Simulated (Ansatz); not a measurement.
Ga6AsP5 (zincblende [001] superlattice), computed twice by G0W0.

The cell holds 12 atoms: 6 Ga, 1 As and 5 P. Its edges and angles: a = 3.874 Å, b = 3.874 Å, c = 16.404 Å, α = 90.0°, β = 90.0°, γ = 90.0°. It derives from GaAs. Regions: GaAs, 2 atoms (1 Ga and 1 As); GaP, 10 atoms (5 Ga and 5 P). The structure's axis is c.

```xyz
12
Lattice="3.8744 0.0000 0.0000 0.0000 3.8744 0.0000 0.0000 0.0000 16.4043" Properties=species:S:1:pos:R:3 pbc="T T T"
Ga    0.0000    0.0000    0.6767
As    1.9372    0.0000    2.1274
Ga    1.9372    1.9372    3.5781
P     0.0000    1.9372    4.9280
Ga    0.0000    0.0000    6.2798
P     1.9372    0.0000    7.6297
Ga    1.9372    1.9372    8.9796
P     0.0000    1.9372   10.3296
Ga    0.0000    0.0000   11.6795
P     1.9372    0.0000   13.0295
Ga    1.9372    1.9372   14.3794
P     0.0000    1.9372   15.7312
```

The structure was relaxed with PBEsol. The runs that relaxed it are not among those shown.

The first (Ansatz 0.2.0; start PBEsol, 4×4×2 mesh, 1027 empty bands, screening to 150 eV, PAW set soft_1 files; 1 × NVIDIA H100 80GB HBM3 (shared by 6 runs) with 2 threads of AMD EPYC 7R13 (Zen 3), shared host) gave, on its mesh: starting gap 1.35 eV, G0W0 gap 1.97 eV, RPA ε∞ (mean) 13.91, 98 s.

Q: The second changes empty bands from 1027 to 259 and screening cutoff (eV) from 150.0 to 60. What does it give?

It gave: starting gap 1.35 eV, G0W0 gap 1.77 eV, RPA ε∞ (mean) 13.97, 25 s. The G0W0 gap moves by −0.20 eV, +0.00 eV from the start and −0.20 eV from the correction. Σc changes by +0.41 eV at the valence top and +0.20 eV at the conduction bottom, and Σx − Vxc between them by +0.00 eV.

Limits: not at the basis limit; no spin-orbit coupling; coarse k mesh.

[Paths, hosts, dates, memory and timing lines, banners, echoed tables and standing remarks are left out of the program output.]

[Logs are printed without paths, hosts, clocks, repeated set-up lines and the standing remarks that a program may print on its own settings, such as how far it seeks lower states.]

[Runs of the session that timed out or met a known fault of the program may be left out.]

[Cells called generated may have been cut or substituted from an entry of the Crystallography Open Database or the Materials Project.]

[Hosts, paths, dates, database ids (printed as entryN), source tags and the programs' standing remarks are cut or masked in the printed files.]
